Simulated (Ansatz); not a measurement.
**P under changes of volume**

One of the cells (132.548 Å³/atom); the others are scaled copies at fixed shape and fractional positions:

```
P
1.0
     3.28373    0.00000    0.00000
     0.00000   34.85703    0.00000
     0.00000    0.00000    4.63208
P
4
Direct
  0.50000 0.97026 0.90785
  0.50000 0.02974 0.09215
  0.00000 0.02974 0.40785
  0.00000 0.97026 0.59215
```

```yaml
Program: Ansatz 0.2.0
Functional: LDA
Potentials_or_basis: all-electron LAPW, scalar-relativistic
Cutoff: 224 eV (chosen from the basis error)
Basis_error_allowed: 0.002 eV/atom
k_mesh: 8 × 1 × 6
Occupations: fermi-dirac, width 0.05 eV
Spin: no spin polarisation
```

| volume (Å³/atom) | energy over the lowest point (meV/atom) | gap on the mesh (eV) | largest force (eV/Å) |
| --- | --- | --- | --- |
| 124.595 | ? | ? | ? |
| 127.246 | 2.04 | 0.82 | 0.472 |
| 129.897 | 0.00 | 0.84 | 0.299 |
| 132.548 | 2.03 | 0.85 | 0.174 |
| 135.199 | 7.68 | 0.86 | 0.175 |
| 137.850 | 16.59 | 0.87 | 0.280 |
| 140.501 | 28.42 | 0.88 | 0.405 |

Q: What does the run at 124.595 Å³/atom give?

A: Energy over the lowest point 8.60 meV/atom; gap on the mesh 0.79 eV; largest force 0.670 eV/Å.

Worked out: A Birch-Murnaghan fit of order 3 (a polynomial in V^(-2/3)) to the other rows has its minimum at 129.85 Å³/atom with B0 = V·E''(V) = 12.0 GPa and B' = 4.4 at fixed shape and positions, which overstates the stiffness. It gives 8.60 meV/atom at 124.595 Å³/atom, against the run's 8.60. A straight line through the other rows of the gap, of slope 0.578 eV per unit of ln V, extrapolates to 0.81 eV, against the run's 0.79.

Energies are extrapolated to zero smearing.

A mesh can miss the band edges.
